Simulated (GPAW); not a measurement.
The system is NiO.

```
CELL_PARAMETERS angstrom
0.00000 2.08590 2.08590
2.08590 0.00000 2.08590
2.08590 2.08590 0.00000
ATOMIC_POSITIONS crystal
Ni 0.00000 0.00000 0.00000
O 0.50000 0.50000 0.50000
```

Base run:

```yaml
Program: GPAW 26.7.0
Functional: PBE
Potentials_or_basis: PAW data sets generated in the run's folder for this functional
Cutoff: 800 eV
Basis: pw
k_mesh: 8 × 8 × 8
Occupations: fermi-dirac, width 0.05 eV
Spin: collinear spin, ferromagnetic start
Starting_moments: "[1.0, 0.0] μB"
```

Its results: pressure 10.5 GPa; net moment 1.79 μB per cell; site moments Ni +1.49; O +0.22 μB.

Problem. After a change of settings the same cell gave: pressure 15.1 GPa; net moment 2.00 μB per cell; site moments Ni +1.81; O +0.13 μB. Which change was it?
A. functional from PBE to revPBE; potentials or basis from PAW data sets generated in the run's folder for this functional to the program's PAW data sets (release 1.2.1) made for this functional
B. potentials or basis from PAW data sets generated in the run's folder for this functional to GPAW PAW data sets (gpaw-data 1.2.1); hubbard terms from none to Ni d U = 6.2 eV
C. functional from PBE to PBEsol; band points from 80 to 60
D. functional from PBE to LDA; band points from 80 to 60

Solution. B.

Caveats: the stock nickel data set gives pressures a few GPa off other programs; a cell with one magnetic atom can't hold antiferromagnetic order, which such compounds often take.

Not every run made on this cell is shown here.
